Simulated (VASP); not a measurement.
# Ge (Fd-3m) in VASP: band structure with HSE06

Aim: the band structure of Ge with HSE06.

All numbers are computed with VASP 6.6.1; they aren't measurements. Logs are shortened: lines on timing, memory, paths and dates and some standing lists are left out, and cuts for length are marked.

**Measured values to compare with.**

“Electronic and optical properties of SixGe1-x-ySny alloys lattice-matched to Ge”, 2021, arxiv:2109.02782 reports, for a bulk crystal of Ge at 293 K: band gap 0.666 eV (indirect).

How close the calculation comes is told below.

## Step 1: Starting point

It takes space group Fd-3m (No. 227, cubic). The conventional cell has a = 5.673 Å, b = 5.673 Å, c = 5.673 Å, α = 90.00°, β = 90.00°, γ = 90.00°. Ge (site symmetry -43m) is surrounded by 4 Ge at 2.46 Å.

## Step 2: Band structure, HSE06

The input, POSCAR:

```
Ge                                      
1.0
    0.0000000000      2.8365308644      2.8365308644
    2.8365308644      0.0000000000      2.8365308644
    2.8365308644      2.8365308644      0.0000000000
  Ge            
     2
Direct
     0.0000000000000000    0.0000000000000000    0.0000000000000000
     0.2500000000000000    0.2500000000000000    0.2500000000000000
```

The input, INCAR.step1:

```
SYSTEM = Ge
PREC = Accurate
ENCUT = 520
EDIFF = 1E-5
ISMEAR = 0
SIGMA = 0.02
LREAL = .FALSE.
LASPH = .TRUE.
NELM = 60
ALGO = Normal
ISIF = 2
LWAVE = .TRUE.
LCHARG = .FALSE.
NBANDS = 21
KPAR = 4
GGA = PE
```

The input, INCAR.step2:

```
SYSTEM = Ge
PREC = Accurate
ENCUT = 520
EDIFF = 1E-7
ISMEAR = 0
SIGMA = 0.02
LREAL = .FALSE.
LASPH = .TRUE.
NELM = 60
ALGO = Normal
ISIF = 2
LWAVE = .FALSE.
LCHARG = .FALSE.
GGA = PE
LHFCALC = .TRUE.
HFSCREEN = 0.2
PRECFOCK = Fast
NBANDS = 21
KPAR = 4
ISTART = 1
```

The input, KPOINTS:

```
regular mesh
0
G
  6 6 6
  0 0 0
```

The input, KPOINTS_OPT:

```
path GXWKGLUWLK,UX
12
line-mode
reciprocal
 0.0000000000  0.0000000000  0.0000000000  G
 0.5000000000  0.0000000000  0.5000000000  X

 0.5000000000  0.0000000000  0.5000000000  X
 0.5000000000  0.2500000000  0.7500000000  W

 0.5000000000  0.2500000000  0.7500000000  W
 0.3750000000  0.3750000000  0.7500000000  K

 0.3750000000  0.3750000000  0.7500000000  K
 0.0000000000  0.0000000000  0.0000000000  G

 0.0000000000  0.0000000000  0.0000000000  G
 0.5000000000  0.5000000000  0.5000000000  L

 0.5000000000  0.5000000000  0.5000000000  L
 0.6250000000  0.2500000000  0.6250000000  U

 0.6250000000  0.2500000000  0.6250000000  U
 0.5000000000  0.2500000000  0.7500000000  W

 0.5000000000  0.2500000000  0.7500000000  W
 0.5000000000  0.5000000000  0.5000000000  L

 0.5000000000  0.5000000000  0.5000000000  L
 0.3750000000  0.3750000000  0.7500000000  K

 0.6250000000  0.2500000000  0.6250000000  U
 0.5000000000  0.0000000000  0.5000000000  X
```

Potentials or basis: VASP PAW PBE potentials, release 64 (Ge_d).

On the command line:

```sh
cat potpaw_PBE.64/Ge_d/POTCAR > POTCAR
cp INCAR.step1 INCAR
mpirun -np 4 vasp_std > vasp.out
cp INCAR.step2 INCAR
mpirun -np 4 vasp_std > vasp.out
```

OUTCAR:

```text
SYSTEM = Ge
   PREC = Accurate
   ENCUT = 520
   EDIFF = 1E-7
   ISMEAR = 0
   LREAL = .FALSE.
   LASPH = .TRUE.
   NELM = 60
   ISIF = 2
   GGA = PE
   LHFCALC = .TRUE.
   HFSCREEN = 0.2
   PRECFOCK = Fast
   ISTART = 1

 ion  position               nearest neighbor table
   1  0.000  0.000  0.000-   2 2.46   2 2.46   2 2.46   2 2.46
   2  0.250  0.250  0.250-   1 2.46   1 2.46   1 2.46   1 2.46

  LATTYP: Found a face centered cubic cell.
 ALAT       =     5.6730617288

  Lattice vectors:

 A1 = (   0.0000000000,   2.8365308644,   2.8365308644)
 A2 = (   2.8365308644,   0.0000000000,   2.8365308644)
 A3 = (   2.8365308644,   2.8365308644,   0.0000000000)

Analysis of symmetry for initial positions (statically):
=====================================================================
 Subroutine PRICEL returns:
 Original cell was already a primitive cell.

 Routine SETGRP: Setting up the symmetry group for a
 face centered cubic supercell.

 Subroutine GETGRP returns: Found 48 space group operations
 (whereof 24 operations were pure point group operations)
 out of a pool of 48 trial point group operations.

The static configuration has the point symmetry T_d .
 The point group associated with its full space group is O_h .

Analysis of symmetry for dynamics (positions and initial velocities):
=====================================================================
 Subroutine PRICEL returns:
 Original cell was already a primitive cell.

 Routine SETGRP: Setting up the symmetry group for a
 face centered cubic supercell.

 Subroutine GETGRP returns: Found 48 space group operations
 (whereof 24 operations were pure point group operations)
 out of a pool of 48 trial point group operations.

The dynamic configuration has the point symmetry T_d .
 The point group associated with its full space group is O_h .

 Subroutine INISYM returns: Found 48 space group operations
 (whereof 24 operations are pure point group operations),
 and found     1 'primitive' translations

----------------------------------------------------------------------------------------

                                     Primitive cell

  volume of cell :      45.6449

  direct lattice vectors                    reciprocal lattice vectors
     0.000000000  2.836530864  2.836530864    -0.176271659  0.176271659  0.176271659
     2.836530864  0.000000000  2.836530864     0.176271659 -0.176271659  0.176271659
     2.836530864  2.836530864  0.000000000     0.176271659  0.176271659 -0.176271659

  length of vectors
     4.011460419  4.011460419  4.011460419     0.305311469  0.305311469  0.305311469

  position of ions in fractional coordinates (direct lattice)
     0.000000000  0.000000000  0.000000000
     0.250000000  0.250000000  0.250000000

  ion indices of the primitive-cell ions
   primitive index   ion index
                 1           1
                 2           2

----------------------------------------------------------------------------------------

 KPOINTS: regular mesh

Automatic generation of k-mesh.
 Grid dimensions read from file:
 generate k-points for:    6    6    6

 Generating k-lattice:

  Cartesian coordinates                     Fractional coordinates (reciprocal lattice)
    -0.029378610  0.029378610  0.029378610     0.166666667  0.000000000  0.000000000
     0.029378610 -0.029378610  0.029378610     0.000000000  0.166666667  0.000000000
     0.029378610  0.029378610 -0.029378610     0.000000000  0.000000000  0.166666667

  Length of vectors
     0.050885245  0.050885245  0.050885245

  Shift w.r.t. Gamma in fractional coordinates (k-lattice)
     0.000000000  0.000000000  0.000000000

 Subroutine IBZKPT returns following result:
 ===========================================

 Found     16 irreducible k-points:

 Following reciprocal coordinates:
            Coordinates               Weight
  0.000000  0.000000  0.000000      1.000000
  0.166667  0.000000  0.000000      8.000000
  0.333333  0.000000  0.000000      8.000000
  0.500000  0.000000  0.000000      4.000000
  0.166667  0.166667  0.000000      6.000000
  0.333333  0.166667  0.000000     24.000000
[... 8 lines left out ...]
 -0.333333  0.333333  0.166667     24.000000
 -0.333333  0.500000  0.166667     12.000000
   k-points           NKPTS =     16   k-points in BZ     NKDIM =    216   number of bands    NBANDS=     21
   number of dos      NEDOS =    301   number of ions     NIONS =      2
   total plane-waves  NPLWV =  27000
   dimension x,y,z NGX =    30 NGY =   30 NGZ =   30
   dimension x,y,z NGXF=    60 NGYF=   60 NGZF=   60
   ions per type =               2
   NGX,Y,Z   is equivalent  to a cutoff of  12.43, 12.43, 12.43 a.u.
   NGXF,Y,Z  is equivalent  to a cutoff of  24.87, 24.87, 24.87 a.u.
 SYSTEM =  Ge
   PREC   = accura    normal or accurate (medium, high low for compatibility)
   ISTART =      1    job   : 0-new  1-cont  2-samecut
   ICHARG =      0    charge: 1-file 2-atom 10-const
   ISPIN  =      1    spin polarized calculation?
   LNONCOLLINEAR =      F non collinear calculations
   LSORBIT =      F    spin-orbit coupling
   LASPH  =      T    aspherical Exc in radial PAW
   ENCUT  =  520.0 eV  38.22 Ry    6.18 a.u.   7.46  7.46  7.46*2*pi/ulx,y,z
   NELM   =     60;   NELMIN=  2; NELMDL=  0     # of ELM steps
   EDIFF  = 0.1E-06   stopping-criterion for ELM
   LREAL  =      F    real-space projection
   EDIFFG = 0.1E-05   stopping-criterion for IOM
   NSW    =      0    number of steps for IOM
   IBRION =     -1    ionic relax: 0-MD 1-quasi-New 2-CG
   NFREE  =      0    steps in history (QN), initial steepest desc. (CG)
   ISIF   =      2    stress and relaxation
   ISYM   =      3    0-nonsym 1-usesym 2-fastsym
   POTIM  = 0.5000    time-step for ionic-motion
   TEBEG  =    0.0;   TEEND  =   0.0 temperature during run
   PSTRESS=    0.0 pullay stress
   NELECT =      28.0000    total number of electrons
   NUPDOWN=      -1.0000    fix difference up-down
   EMIN   =  10.00;   EMAX   =-10.00  energy-range for DOS
   EFERMI =   0.00;   METHOD = LEGACY
   ISMEAR =     0;   SIGMA  =   0.02  broadening in eV -4-tet -1-fermi 0-gaus
   EFERMI_NEDOS =   21; number of points for ismear=-14 and -15
   IALGO  =     38    algorithm
   IMIX   =      1    mixing-type and parameters
     AMIX     =   0.40;   BMIX     =  1.00
     AMIX_MAG =   1.60;   BMIX_MAG =  1.00
  volume/ion in A,a.u.               =      22.82       154.01
  Fermi-wavevector in a.u.,A,eV,Ry     =   1.391009  2.628626 26.326002  1.934907
  Thomas-Fermi vector in A             =   2.514889
   LORBIT       =      0    0 simple, 1 ext, 2 COOP (PROOUT), +10 PAW based schemes
   GGA     = PE    functional components
   LHFCALC =     T    Hartree Fock is set to
   PRECFOCK=fast      Normal, Fast or Accurate (Low or Medium for compatibility)
   ENCUT4O =  -1.0   cutoff for four orbital integrals eV
   NKREDX  =     1    reduce k-point grid by
   NKREDY  =     1    reduce k-point grid by
   NKREDZ  =     1    reduce k-point grid by
   AEXX    =    0.2500 exact exchange contribution
   HFSCREEN=    0.2000 screening length (either q_TF or 0.3 A-1)
   HFSCREENC=   0.2000 screening length for correlation (either q_TF or 0.3 A-1)
   ENCUTFOCK=  -1.0 apply spherical cutoff to Coloumb kernel
   IVDW    =     0    specifies the selected vdW correction
   LEPSILON=     F    determine dielectric tensor
   LRPA    =     F    only Hartree local field effects (RPA)
 non-spin polarized calculation
 Gauss-broadening in eV      SIGMA  =   0.02
  energy-cutoff  :      520.00
  volume of cell :       45.64
 maximum number of plane-waves:      1247
 NGX is ok and might be reduce to    30
  NGX = 18; NGY = 18; NGZ = 18

 number of electron      28.0000015 magnetization

 Free energy of the ion-electron system (eV)
  ---------------------------------------------------
  ext. energy  EPLUGINS =         0.00000000
  ---------------------------------------------------
  free energy    TOTEN  =       -10.68530396 eV

  energy without entropy =      -10.68530396  energy(sigma->0) =      -10.68530396

 E-fermi :   4.7073     XC(G=0):  -8.1870

 val. band max:        4.5966555746   @ k =   0.0000   0.0000   0.0000
 cond. band min:       5.3957082218   @ k =   0.5000   0.0000   0.0000
 fundamental gap:      0.7990526472
 Fermi energy:         4.7073184561

 k-point     1 :       0.0000    0.0000    0.0000
  band No.  band energies     occupation
      1     -23.3611      2.00000
      2     -23.3611      2.00000
      3     -23.3611      2.00000
      4     -23.3243      2.00000
      5     -23.3243      2.00000
      6     -23.1209      2.00000
[... 13 lines left out ...]
     20      14.9520      0.00000
     21      14.9520      0.00000

 k-point     2 :       0.1667    0.0000    0.0000
  band No.  band energies     occupation
      1     -23.3728      2.00000
      2     -23.3728      2.00000
      3     -23.3570      2.00000
      4     -23.3073      2.00000
      5     -23.3073      2.00000
      6     -23.1358      2.00000
[... 13 lines left out ...]
     20      13.7611      0.00000
     21      13.7611      0.00000

 k-point     3 :       0.3333    0.0000    0.0000
  band No.  band energies     occupation
      1     -23.3831      2.00000
      2     -23.3831      2.00000
      3     -23.3487      2.00000
      4     -23.2886      2.00000
      5     -23.2886      2.00000
      6     -23.1487      2.00000
[... 13 lines left out ...]
     20      14.4509      0.00000
     21      14.4509      0.00000

 k-point     4 :       0.5000    0.0000    0.0000
  band No.  band energies     occupation
      1     -23.3857      2.00000
      2     -23.3857      2.00000
      3     -23.3444      2.00000
      4     -23.2833      2.00000
      5     -23.2833      2.00000
      6     -23.1513      2.00000
[... 13 lines left out ...]
     20      16.8764      0.00000
     21      16.9824      0.00000

 k-point     5 :       0.1667    0.1667    0.0000
  band No.  band energies     occupation
      1     -23.3707      2.00000
      2     -23.3707      2.00000
      3     -23.3695      2.00000
      4     -23.3090      2.00000
      5     -23.2877      2.00000
      6     -23.1692      2.00000
[... 13 lines left out ...]
     20      13.8924      0.00000
     21      15.4506      0.00000
[... 190 lines left out ...]
     20      17.3892      0.00000
     21      18.4180      0.00000

 k-point    14 :       0.5000    0.3333    0.1667
  band No.  band energies     occupation
      1     -23.4003      2.00000
      2     -23.3971      2.00000
      3     -23.3229      2.00000
      4     -23.2687      2.00000
      5     -23.2351      2.00000
      6     -23.2203      2.00000
[... 13 lines left out ...]
     20      15.5581      0.00000
     21      18.0949      0.00000

 k-point    15 :      -0.3333    0.3333    0.1667
  band No.  band energies     occupation
      1     -23.4101      2.00000
      2     -23.4001      2.00000
      3     -23.3013      2.00000
      4     -23.2511      2.00000
      5     -23.2292      2.00000
      6     -23.2221      2.00000
[... 13 lines left out ...]
     20      17.4684      0.00000
     21      17.6398      0.00000

 k-point    16 :      -0.3333    0.5000    0.1667
  band No.  band energies     occupation
      1     -23.4057      2.00000
      2     -23.4057      2.00000
      3     -23.2812      2.00000
      4     -23.2812      2.00000
      5     -23.2157      2.00000
      6     -23.2157      2.00000
[... 13 lines left out ...]
     20      16.7774      0.00000
     21      18.6476      0.00000

------------------------ aborting loop because EDIFF is reached ----------------------------------------

  FORCE on cell =-STRESS in cart. coord.  units (eV):
  Direction    XX          YY          ZZ          XY          YZ          ZX
  --------------------------------------------------------------------------------------
  -------------------------------------------------------------------------------------
  Total        0.0807934      0.0807934      0.0807934      0.0000000      0.0000000      0.0000000
  in kB        2.8359208      2.8359208      2.8359208      0.0000000      0.0000000      0.0000000
  external PRESSURE =       2.8359208 kB  Pullay stress =       0.0000000 kB

 VOLUME and BASIS-vectors are now :
 -----------------------------------------------------------------------------
  energy-cutoff  :      520.00
  volume of cell :       45.64
      direct lattice vectors                 reciprocal lattice vectors
     0.000000000  2.836530864  2.836530864    -0.176271659  0.176271659  0.176271659
     2.836530864  0.000000000  2.836530864     0.176271659 -0.176271659  0.176271659
     2.836530864  2.836530864  0.000000000     0.176271659  0.176271659 -0.176271659

 POSITION                                       TOTAL-FORCE (eV/Angst)
 -----------------------------------------------------------------------------------
      0.00000      0.00000      0.00000         0.000000     -0.000000     -0.000000
      1.41827      1.41827      1.41827        -0.000000      0.000000      0.000000
 -----------------------------------------------------------------------------------
    total drift:                               -0.000000     -0.000000     -0.000000

  FREE ENERGIE OF THE ION-ELECTRON SYSTEM (eV)
  ---------------------------------------------------
  free  energy   TOTEN  =       -10.6853039632 eV

  energy  without entropy=      -10.6853039632  energy(sigma->0) =      -10.68530396
```

Wall time 46 min (4 MPI ranks of Intel Xeon 6975P-C (Granite Rapids), shared host); peak memory 0.37 GiB.

Results:

| Item | Value |
| --- | --- |
| Free energy | -10.6853 eV |
| Pressure | 0.3 GPa |
| Band gap on the k mesh | 0.80 eV, indirect (least direct gap 0.81 eV) |
| Band gap along the path | 0.80 eV, indirect (least direct gap 0.81 eV) |

Levels at the corners of the path, in eV from the valence-band top:
| point | band 12 | band 13 | band 14 | band 15 | band 16 | band 17 |
| --- | --- | --- | --- | --- | --- | --- |
| Γ | 0.00 | 0.00 | 0.00 | 0.81 | 3.23 | 3.23 |
| X | -9.69 | -3.33 | -3.33 | 1.29 | 1.29 | 10.75 |
| X | -9.69 | -3.33 | -3.33 | 1.29 | 1.29 | 10.75 |
| W | -9.58 | -4.21 | -4.21 | 5.20 | 5.20 | 5.42 |
| W | -9.58 | -4.21 | -4.21 | 5.20 | 5.20 | 5.42 |
| K | -9.03 | -4.68 | -2.85 | 1.73 | 4.85 | 8.27 |
| K | -9.03 | -4.68 | -2.85 | 1.73 | 4.85 | 8.27 |
| Γ | 0.00 | 0.00 | 0.00 | 0.81 | 3.23 | 3.23 |
| Γ | 0.00 | 0.00 | 0.00 | 0.81 | 3.23 | 3.23 |
| L | -8.27 | -1.51 | -1.51 | 0.80 | 4.47 | 4.47 |
| L | -8.27 | -1.51 | -1.51 | 0.80 | 4.47 | 4.47 |
| U | -9.03 | -4.68 | -2.85 | 1.73 | 4.85 | 8.27 |
| U | -9.03 | -4.68 | -2.85 | 1.73 | 4.85 | 8.27 |
| W | -9.58 | -4.21 | -4.21 | 5.20 | 5.20 | 5.42 |
| W | -9.58 | -4.21 | -4.21 | 5.20 | 5.20 | 5.42 |
| L | -8.27 | -1.51 | -1.51 | 0.80 | 4.47 | 4.47 |
| L | -8.27 | -1.51 | -1.51 | 0.80 | 4.47 | 4.47 |
| K | -9.03 | -4.68 | -2.85 | 1.73 | 4.85 | 8.27 |
| U | -9.03 | -4.68 | -2.85 | 1.73 | 4.85 | 8.27 |
| X | -9.69 | -3.33 | -3.33 | 1.29 | 1.29 | 10.75 |

Caveat: the PAW data sets were made with another functional, which shifts forces and pressure a little.

## Step 3: How close it comes

Step 2. A measured gap of Ge is 0.666 eV (indirect; 293 K; “Electronic and optical properties of SixGe1-x-ySny alloys lattice-matched to Ge”, 2021, arxiv:2109.02782); the calculated 0.80 eV misses it by +0.13 eV. 3 values of this kind are on record (0.666 to 0.807 eV); this one was drawn at random among those near their median. Spin-orbit coupling on Ge is left out. The value is that of HSE06, without temperature or zero-point motion.
